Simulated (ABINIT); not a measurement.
# GaAs (F-43m) in ABINIT: further runs

The runs below take GaAs through band structure, equation of state, with RPBE, revPBE, HCTH407, LDA, LDA-PZ, BP86.

Program: ABINIT 10.8.3 (patched build). These are calculated values, not measurements. Logs are shortened: lines on timing, memory, paths and dates and some standing lists are left out, and cuts for length are marked. The log counts tension as positive stress, the text compression.

**The experiment to reproduce.**

From “Evidence of valence band perturbations in GaAsN/GaAs(001): A combined variable-angle spectroscopic ellipsometry and modulated photoreflectance investigation”, 2008, arxiv:0805.2212, for a bulk crystal of GaAs at 300 K: band gap 1.412 ± 0.01 eV (direct); band gap 1.418 ± 0.005 eV (direct).

How close the calculation comes is told below.

## Step 1: Starting point

Symmetry: F-43m, No. 216, cubic system. Conventional cell: a = 5.654 Å, b = 5.654 Å, c = 5.654 Å, α = 90.00°, β = 90.00°, γ = 90.00°. As (site symmetry -43m) has 4 Ga at 2.45 Å as nearest neighbours. Ga (site symmetry -43m) has 4 As at 2.45 Å as nearest neighbours.

## Step 2: Band structure, RPBE

File run.abi:

```
# Datasets: ground state, then fixed potential
ndtset 2

# Pseudopotentials
pp_dirpath "./"
pseudos "As.GGA_PBE-JTH_sp.xml, Ga.GGA_PBE-JTH.xml"

# Structure
acell 3*1.0
rprim
     0.0000000000     5.3419722954     5.3419722954
     5.3419722954     0.0000000000     5.3419722954
     5.3419722954     5.3419722954     0.0000000000
ntypat 2
znucl 33 31
natom 2
typat 1 2
xred
     0.7500000000     0.7500000000     0.7500000000
     0.0000000000     0.0000000000     0.0000000000

# Plane-wave basis
ecut 17.0
pawecutdg 34.0

# Exchange and correlation
ixc 15

# Bands and occupations
occopt 3
tsmear 0.00183747

# SCF cycle
nstep 100

# Output
iomode 3
prtwf 0
prteig 0
prtebands 0
enunit 1
prtden1 1

# Dataset 1
kptopt1 1
ngkpt1 8 8 8
nshiftk1 1
shiftk1 0.0 0.0 0.0
nband1 13
tolvrs1 1.0e-9

# Dataset 2: bands along G-X-W-K-G-L-U-W-L-K
iscf2 -2
getden2 1
nband2 17
nbdbuf2 2
tolwfr2 1.0e-12
kptopt2 -9
ndivsm2 5
prteig2 1
prtvol2 -3
kptbounds2
     0.0000000000     0.0000000000     0.0000000000
     0.5000000000     0.0000000000     0.5000000000
     0.5000000000     0.2500000000     0.7500000000
     0.3750000000     0.3750000000     0.7500000000
     0.0000000000     0.0000000000     0.0000000000
     0.5000000000     0.5000000000     0.5000000000
     0.6250000000     0.2500000000     0.6250000000
     0.5000000000     0.2500000000     0.7500000000
     0.5000000000     0.5000000000     0.5000000000
     0.3750000000     0.3750000000     0.7500000000
```

Potentials or basis: JTH PAW PBE v2.0 sp.

On the command line:

```console
> abinit run.abi > log 2>&1
```

run.abo:

```text
.Version 10.8.3 of ABINIT
 DATASET    1 : space group F-4 3 m (#216); Bravais cF (face-center cubic)
================================================================================
 Values of the parameters that define the memory need for DATASET  1.
     intxc =       0    ionmov =       0      iscf =      17    lmnmax =      18
     lnmax =       6     mgfft =      30  mpssoang =       3    mqgrid =    3001
     natom =       2  nloc_mem =       2    nspden =       1   nspinor =       1
    nsppol =       1      nsym =      24    n1xccc =       1    ntypat =       2
    occopt =       3   xclevel =       2
       mpw =        1036          nfft =       27000          nkpt =          29
 PAW method is used; the additional fine FFT grid is defined by:
   mgfftf=        40    nfftf =     64000
================================================================================
================================================================================

 DATASET    2 : space group F-4 3 m (#216); Bravais cF (face-center cubic)
================================================================================
 Values of the parameters that define the memory need for DATASET  2.
     intxc =       0    ionmov =       0      iscf =      -2    lmnmax =      18
     lnmax =       6     mgfft =      30  mpssoang =       3    mqgrid =    3001
     natom =       2  nloc_mem =       2    nspden =       1   nspinor =       1
    nsppol =       1      nsym =      24    n1xccc =       1    ntypat =       2
    occopt =       3   xclevel =       2
       mpw =        1036          nfft =       27000          nkpt =          87
 PAW method is used; the additional fine FFT grid is defined by:
   mgfftf=        40    nfftf =     64000
================================================================================
================================================================================

--------------------------------------------------------------------------------
------------- Echo of variables that govern the present computation ------------
--------------------------------------------------------------------------------
 -outvars: echo values of preprocessed input variables --------
            acell      1.0000000000E+00  1.0000000000E+00  1.0000000000E+00 Bohr
              amu      7.49215900E+01  6.97230000E+01
             ecut      1.70000000E+01 Hartree
           enunit           1
           getden1          0
           getden2          1
             iscf1         17
             iscf2         -2
              ixc          15
           jdtset        1    2
           kptopt1          1
           kptopt2         -9
         kptrlatt        8    0    0      0    8    0      0    0    8
          kptrlen1     6.04375174E+01
          kptrlen2     3.00000000E+01
            natom           2
            nband1         13
            nband2         17
           nbdbuf1          0
           nbdbuf2          2
           ndtset           2
           ndivsm1          0
           ndivsm2          5
            ngfft          30      30      30
          ngfftdg          40      40      40
             nkpt1         29
             nkpt2         87
            nstep         100
             nsym          24
           ntypat           2
           occopt           3
        pawecutdg      3.40000000E+01 Hartree
         pawxcdev           0
        prtebands           0
           prteig1          0
           prteig2          1
           prtvol1          0
           prtvol2         -3
            prtwf           0
            rprim      0.0000000000E+00  5.3419722954E+00  5.3419722954E+00
                       5.3419722954E+00  0.0000000000E+00  5.3419722954E+00
                       5.3419722954E+00  5.3419722954E+00  0.0000000000E+00
           shiftk1     0.00000000E+00  0.00000000E+00  0.00000000E+00
           shiftk2     5.00000000E-01  5.00000000E-01  5.00000000E-01
          spgroup         216
           tolvrs1     1.00000000E-09
           tolvrs2     0.00000000E+00
           tolwfr1     0.00000000E+00
           tolwfr2     1.00000000E-12
           tsmear      1.83747000E-03 Hartree
            typat      1  2
           useylm           1
[... 239 lines left out ...]

 Fine grid specifications (used for densities):

 getcut: wavevector=  0.0000  0.0000  0.0000  ngfft=  40  40  40
         ecut(hartree)=     34.000   => boxcut(ratio)=   2.01715
--------------------------------------------------------------------------------

================================================================================
 Non-SCF case, kpt    1 (  0.00000  0.00000  0.00000), residuals and eigenvalues=
  8.59E-13  8.57E-13  7.52E-13  4.56E-13  4.26E-13  8.53E-13  7.10E-13  1.58E-13
  5.37E-13  3.94E-13  1.55E-13  3.30E-13  3.19E-13  9.77E-13  4.03E-13  8.72E-13
  2.03E-13
 -4.7555E-01 -4.7555E-01 -4.7555E-01 -4.7275E-01 -4.7275E-01 -3.9873E-01
  6.7525E-02  6.7525E-02  6.7525E-02  9.1456E-02  2.0682E-01  2.0682E-01
  2.0682E-01  3.5746E-01  4.4490E-01  4.4490E-01  5.0032E-01
 Non-SCF case, kpt    2 (  0.03571  0.00000  0.03571), residuals and eigenvalues=
  5.26E-13  5.66E-13  9.97E-13  4.20E-13  5.07E-13  2.17E-13  3.35E-13  7.87E-13
  4.98E-13  3.68E-13  1.50E-13  4.45E-13  5.67E-13  3.83E-13  4.42E-13  6.44E-10
  9.48E-08
[... 584 lines left out ...]
 Non-SCF case, kpt   86 (  0.38889  0.38889  0.72222), residuals and eigenvalues=
  7.21E-13  9.27E-13  5.04E-13  6.30E-13  4.36E-13  4.60E-13  1.82E-13  2.28E-13
  8.20E-13  3.35E-13  9.72E-13  2.64E-13  3.50E-13  3.95E-13  5.09E-13  7.21E-10
  5.17E-09
 -4.7907E-01 -4.7434E-01 -4.7407E-01 -4.7316E-01 -4.7251E-01 -3.1044E-01
 -1.7253E-01 -7.4250E-02 -1.1221E-02  1.4682E-01  2.5891E-01  3.4693E-01
  3.5302E-01  3.9000E-01  4.5494E-01  5.9705E-01  6.2865E-01
 Non-SCF case, kpt   87 (  0.37500  0.37500  0.75000), residuals and eigenvalues=
  3.14E-13  6.99E-13  3.65E-13  4.20E-13  6.46E-13  1.56E-13  9.30E-13  2.08E-13
  2.14E-13  7.27E-13  4.59E-13  2.64E-13  1.78E-13  1.36E-13  3.92E-13  3.18E-09
  6.87E-07
 -4.7916E-01 -4.7426E-01 -4.7400E-01 -4.7323E-01 -4.7247E-01 -3.0835E-01
 -1.7468E-01 -7.3046E-02 -1.5021E-02  1.4316E-01  2.4121E-01  3.6493E-01
  3.6737E-01  3.9180E-01  4.6258E-01  6.0007E-01  6.5046E-01

--- !ResultsGS
iteration_state: {dtset: 2, }
comment   : Summary of ground state results
lattice_vectors:
- [  0.0000000,   5.3419723,   5.3419723, ]
- [  5.3419723,   0.0000000,   5.3419723, ]
- [  5.3419723,   5.3419723,   0.0000000, ]
lattice_lengths: [   7.55469,    7.55469,    7.55469, ]
lattice_angles: [ 60.000,  60.000,  60.000, ] # degrees, (23, 13, 12)
lattice_volume:   3.0488418E+02
convergence: {deltae:  0.000E+00, res2:  0.000E+00, residm:  9.985E-13, diffor:  0.000E+00, }
etotal    :  -8.54316979E+01
entropy   :   0.00000000E+00
fermie    :   8.05580103E-02
cartesian_stress_tensor: null
pressure_GPa: null
xred      :
- [  7.5000E-01,   7.5000E-01,   7.5000E-01, As]
- [  0.0000E+00,   0.0000E+00,   0.0000E+00, Ga]
cartesian_forces: null
force_length_stats: {min: null, max: null, mean: null, }
...

 Integrated electronic density in atomic spheres:
 ------------------------------------------------
 Atom  Sphere_radius  Integrated_density
    1        2.10392          2.76565098
    2        2.10359         11.06834498

================================================================================

 ----iterations are completed or convergence reached----

 Mean square residual over all n,k,spin=   50.249E-14; max=  99.853E-14
 reduced coordinates (array xred) for    2 atoms
       0.750000000000      0.750000000000      0.750000000000
       0.000000000000      0.000000000000      0.000000000000

 cartesian coordinates (angstrom) at end:
    1      4.24027499712465     4.24027499712465     4.24027499712465
    2      0.00000000000000     0.00000000000000     0.00000000000000
 length scales=  1.000000000000  1.000000000000  1.000000000000 bohr
              =  0.529177210544  0.529177210544  0.529177210544 angstroms
 Eigenvalues (   eV  ) for nkpt=  87  k points:
 kpt#   1, nband= 17, wtk=  1.00000, kpt=  0.0000  0.0000  0.0000 (reduced coord)
 -12.94024  -12.94024  -12.94024  -12.86412  -12.86412  -10.84997    1.83744    1.83744
   1.83744    2.48864    5.62794    5.62794    5.62794    9.72707   12.10629   12.10629
  13.61452
 kpt#   2, nband= 17, wtk=  1.00000, kpt=  0.0357  0.0000  0.0357 (reduced coord)
 -12.94220  -12.93977  -12.93977  -12.86439  -12.86397  -10.82986    1.43800    1.77017
   1.77017    2.88405    5.55781    5.72101    5.72101    9.84495   11.74301   12.12781
  13.65839
 kpt#   3, nband= 17, wtk=  1.00000, kpt=  0.0714  0.0000  0.0714 (reduced coord)
 -12.94768  -12.93809  -12.93809  -12.86511  -12.86352  -10.76983    0.83061    1.58725
   1.58725    3.47213    5.37315    5.98109    5.98109   10.16911   11.06726   12.19235
  13.79015
 kpt#   4, nband= 17, wtk=  1.00000, kpt=  0.1071  0.0000  0.1071 (reduced coord)
 -12.95609  -12.93526  -12.93526  -12.86628  -12.86268  -10.67087    0.20697    1.32927
   1.32927    4.03117    5.13602    6.36691    6.36691   10.30361   10.73462   12.29989
  14.01029
 kpt#   5, nband= 17, wtk=  1.00000, kpt=  0.1429  0.0000  0.1429 (reduced coord)
[... 317 lines left out ...]
  -0.02604    4.24190    7.28079    8.55209    8.89973   11.07582   12.47714   14.66153
  16.36484
 kpt#  85, nband= 17, wtk=  1.00000, kpt=  0.4028  0.4028  0.6944 (reduced coord)
 -13.03299  -12.90983  -12.90295  -12.87293  -12.85851   -8.54358   -4.63503   -1.92863
  -0.17592    4.11789    7.39574    8.91597    9.09941   10.81655   12.36466   15.55900
  16.68090
 kpt#  86, nband= 17, wtk=  1.00000, kpt=  0.3889  0.3889  0.7222 (reduced coord)
 -13.03609  -12.90736  -12.90020  -12.87527  -12.85758   -8.44760   -4.69479   -2.02044
  -0.30534    3.99518    7.04534    9.44038    9.60607   10.61237   12.37964   16.24657
  17.10647
 kpt#  87, nband= 17, wtk=  1.00000, kpt=  0.3750  0.3750  0.7500 (reduced coord)
 -13.03858  -12.90525  -12.89828  -12.87736  -12.85648   -8.39053   -4.75325   -1.98768
  -0.40875    3.89551    6.56375    9.93034    9.99663   10.66131   12.58736   16.32870
  17.69980

== END DATASET(S) ==============================================================
================================================================================

 -outvars: echo values of variables after computation  --------
            acell      1.0000000000E+00  1.0000000000E+00  1.0000000000E+00 Bohr
           etotal1    -8.5431697914E+01
            fcart1     1.2601362728E-29  1.2601362728E-29 -3.7804088185E-29
                      -1.2601362728E-29 -1.2601362728E-29  3.7804088185E-29
            rprim      0.0000000000E+00  5.3419722954E+00  5.3419722954E+00
                       5.3419722954E+00  0.0000000000E+00  5.3419722954E+00
                       5.3419722954E+00  5.3419722954E+00  0.0000000000E+00
           strten1    -1.8217604377E-04 -1.8217604377E-04 -1.8217604377E-04
                       0.0000000000E+00  0.0000000000E+00  0.0000000000E+00
           xangst      4.2402749971E+00  4.2402749971E+00  4.2402749971E+00
                       0.0000000000E+00  0.0000000000E+00  0.0000000000E+00
             xred      7.5000000000E-01  7.5000000000E-01  7.5000000000E-01
                       0.0000000000E+00  0.0000000000E+00  0.0000000000E+00
 Calculation completed.
```

Wall time 38 s (1 thread of Arm Neoverse V1, shared host); peak memory 0.13 GiB.

Results:

```
Free energy                                           : -2324.7149 eV
Pressure                                              : 5.4 GPa
Band gap on the k mesh                                : 0.65 eV, direct
Band gap along the path                               : 0.65 eV, direct
Valence electrons inside the program's atomic spheres : As 2.77; Ga 11.07
```

Levels at the corners of the path, in eV from the valence-band top:
| point | band 7 | band 8 | band 9 | band 10 | band 11 | band 12 |
| --- | --- | --- | --- | --- | --- | --- |
| Γ | 0.00 | 0.00 | 0.00 | 0.65 | 3.79 | 3.79 |
| X | -6.78 | -2.66 | -2.66 | 1.57 | 1.74 | 10.29 |
| W | -6.59 | -3.50 | -3.31 | 4.68 | 4.82 | 5.52 |
| K | -6.59 | -3.83 | -2.25 | 2.06 | 4.73 | 8.09 |
| Γ | 0.00 | 0.00 | 0.00 | 0.65 | 3.79 | 3.79 |
| L | -6.59 | -1.14 | -1.14 | 1.10 | 4.70 | 4.70 |
| U | -6.59 | -3.83 | -2.25 | 2.06 | 4.73 | 8.09 |
| W | -6.59 | -3.50 | -3.31 | 4.68 | 4.82 | 5.52 |
| L | -6.59 | -1.14 | -1.14 | 1.10 | 4.70 | 4.70 |
| K | -6.59 | -3.83 | -2.25 | 2.06 | 4.73 | 8.09 |

Caveat: the PAW data sets were made with another functional, which shifts forces and pressure a little; this set keeps more shells in the core, which shifts pressures and gaps.

## Step 3: Band structure, revPBE

Changes to run.abi since step 2:

```diff
@@ -5,10 +5,10 @@
 pp_dirpath "./"
-pseudos "As.GGA_PBE-JTH_sp.xml, Ga.GGA_PBE-JTH.xml"
+pseudos "As.GGA_PBE-JTH.xml, Ga.GGA_PBE-JTH.xml"
 
 # Structure
-acell 3*1.0
+acell 3*1.0 Angstrom
 rprim
-     0.0000000000     5.3419722954     5.3419722954
-     5.3419722954     0.0000000000     5.3419722954
-     5.3419722954     5.3419722954     0.0000000000
+     0.0000000000     2.8268500000     2.8268500000
+     2.8268500000     0.0000000000     2.8268500000
+     2.8268500000     2.8268500000     0.0000000000
 ntypat 2
@@ -26,3 +26,3 @@
 # Exchange and correlation
-ixc 15
+ixc 14
 
@@ -30,3 +30,3 @@
 occopt 3
-tsmear 0.00183747
+tsmear 0.05 eV
 
@@ -40,4 +40,6 @@
 prtebands 0
-enunit 1
 prtden1 1
+prtvha1 1
+prtvclmb1 1
+prtpot1 1
 
@@ -48,3 +50,3 @@
 shiftk1 0.0 0.0 0.0
-nband1 13
+nband1 18
 tolvrs1 1.0e-9
@@ -54,3 +56,3 @@
 getden2 1
-nband2 17
+nband2 22
 nbdbuf2 2
@@ -60,3 +62,2 @@
 prteig2 1
-prtvol2 -3
 kptbounds2
```

Potentials or basis: JTH PAW PBE v2.0.

On the command line:

```console
> abinit run.abi > log 2>&1
```

Run time: 63 s. Hardware: 1 thread of Arm Neoverse V1, shared host; peak memory 0.13 GiB.

It converged, with:

```yaml
Free_energy: -5247.9924 eV
Pressure: 4.6 GPa
Band_gap_on_the_k_mesh: 0.60 eV, direct
Band_gap_along_the_path: 0.60 eV, direct
Valence_electrons_inside_the_program's_atomic_spheres: As 12.73; Ga 11.07
```

Levels at the corners of the path, in eV from the valence-band top:
```csv
point,band 12,band 13,band 14,band 15,band 16,band 17
Γ,0.00,0.00,0.00,0.60,3.76,3.76
X,-6.78,-2.67,-2.67,1.54,1.72,10.21
W,-6.59,-3.51,-3.32,4.65,4.78,5.46
K,-6.59,-3.83,-2.25,2.03,4.68,8.01
Γ,0.00,0.00,0.00,0.60,3.76,3.76
L,-6.60,-1.14,-1.14,1.07,4.67,4.67
U,-6.59,-3.83,-2.25,2.03,4.68,8.01
W,-6.59,-3.51,-3.32,4.65,4.78,5.46
L,-6.60,-1.14,-1.14,1.07,4.67,4.67
K,-6.59,-3.83,-2.25,2.03,4.68,8.01
```

Caveat: the PAW data sets were made with another functional, which shifts forces and pressure a little.

## Step 4: Equation of state, HCTH407

File run.abi:

```
# Datasets: one volume each
ndtset 7
getwfk -1
scalecart1 3*0.9795861087
scalecart2 3*0.9864848297
scalecart3 3*0.9932883884
scalecart4 3*1.0000000000
scalecart5 3*1.0066227096
scalecart6 3*1.0131594038
scalecart7 3*1.0196128224

# Pseudopotentials
pp_dirpath "./"
pseudos "As.GGA_PBE-JTH_sp.xml, Ga.GGA_PBE-JTH.xml"

# Structure
acell 3*1.0 Angstrom
rprim
     0.0000000000     2.8268500000     2.8268500000
     2.8268500000     0.0000000000     2.8268500000
     2.8268500000     2.8268500000     0.0000000000
ntypat 2
znucl 33 31
natom 2
typat 1 2
xred
     0.7500000000     0.7500000000     0.7500000000
     0.0000000000     0.0000000000     0.0000000000

# Plane-wave basis
ecut 17.0
pawecutdg 34.0

# k points
kptopt 1
ngkpt 8 8 8
nshiftk 1
shiftk 0.0 0.0 0.0

# Exchange and correlation
ixc 27

# Bands and occupations
nband 13
occopt 3
tsmear 0.00183747

# SCF cycle
nstep 100
tolvrs 1.0e-9

# Output
iomode 3
prtwf 1
prtden 0
prteig 0
prtebands 0
enunit 1
```

Potentials or basis: JTH PAW PBE v2.0 sp.

On the command line:

```console
> abinit run.abi > log 2>&1
```

Run time: 2 min. Hardware: 1 thread of Arm Neoverse V1, shared host; peak memory 0.14 GiB.

It converged, with:

```yaml
Equilibrium_volume: "24.21 Å³/atom (rough: see the caveat)"
Bulk_modulus: 51 GPa (rough)
```

Energy against volume, from the lowest point:
```
volume (Å³/atom)  energy (meV/atom)
          21.234              78.21
          21.686              53.71
          22.138              34.31
          22.590              19.92
          23.041               9.66
          23.493               3.33
          23.945               0.00
```

Caveat: pressures at fixed basis lie under the slope of the energies; the minimum lies outside the volumes run; the PAW data sets were made with another functional, which shifts forces and pressure a little; this set keeps more shells in the core, which shifts pressures and gaps.

(Part 1 of 2 ends here.)
